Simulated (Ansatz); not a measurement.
# MgS: relaxation of cell and atoms with PBEsol

Crystal: MgS.

```xyz
4
Lattice="4.0346 0.0000 0.0000 -2.0173 3.4941 0.0000 0.0000 0.0000 6.4323" Properties=species:S:1:pos:R:3 pbc="T T T"
S     2.0173    1.1647    5.6556
S     0.0000    2.3294    2.4394
Mg    0.0000    2.3294    6.4050
Mg    2.0173    1.1647    3.1888
```

The cell comes from a database or a generator and needn't be the stable form of this composition.

```
Program             : Ansatz 0.2.0
Task                : relaxation of cell and atoms
Functional          : PBEsol
Potentials or basis : all-electron LAPW, scalar-relativistic
Basis error allowed : 0.002 eV/atom
k mesh              : 8 × 8 × 4
Occupations         : fermi-dirac, width 0.05 eV
Spin                : no spin polarisation
Target pressure     : 5 GPa
```

```yaml
Relaxed_volume: 20.90 Å³/atom
Relaxed_cell: a = 3.946 Å, b = 3.946 Å, c = 6.199 Å, α = 90.00°, β = 90.00°, γ = 120.00°
Space_group_after_relaxing_to_0.05_Å: P6_3mc (No. 186)
Energy_change_on_relaxing_the_enthalpy_is_what_falls: +24.0 meV/atom
Ionic_steps: 6
Pressure_after_relaxing: 5.0 GPa
Band_gap_on_the_k_mesh: 3.62 eV
```

Step by step:
| step | energy change (eV) | largest force (eV/Å) | volume (Å³) |
| --- | --- | --- | --- |
| 1 | 0.0000 | 0.0447 | 90.68 |
| 2 | 0.0622 | 0.0033 | 84.80 |
| 3 | 0.0989 | 0.0157 | 83.50 |
| 4 | 0.0973 | 0.0002 | 83.54 |
| 5 | 0.0960 | 0.0013 | 83.58 |
| 6 | 0.0959 | 0.0012 | 83.58 |

Final structure:
```xyz
4
Lattice="3.9457 0.0000 0.0000 -1.9728 3.4170 0.0000 0.0000 0.0000 6.1993" Properties=species:S:1:pos:R:3 pbc="T T T"
S     1.9728    1.1390    5.4602
S     0.0000    2.2780    2.3605
Mg    0.0000    2.2780    6.1636
Mg    1.9728    1.1390    3.0639
```

Wall time 31 s on 2 threads of Arm Neoverse V2 (shared host), peak memory 0.31 GiB.

A k mesh can miss the band edges. Expect the measured gap to be larger: semilocal functionals such as PBEsol lack the derivative discontinuity.
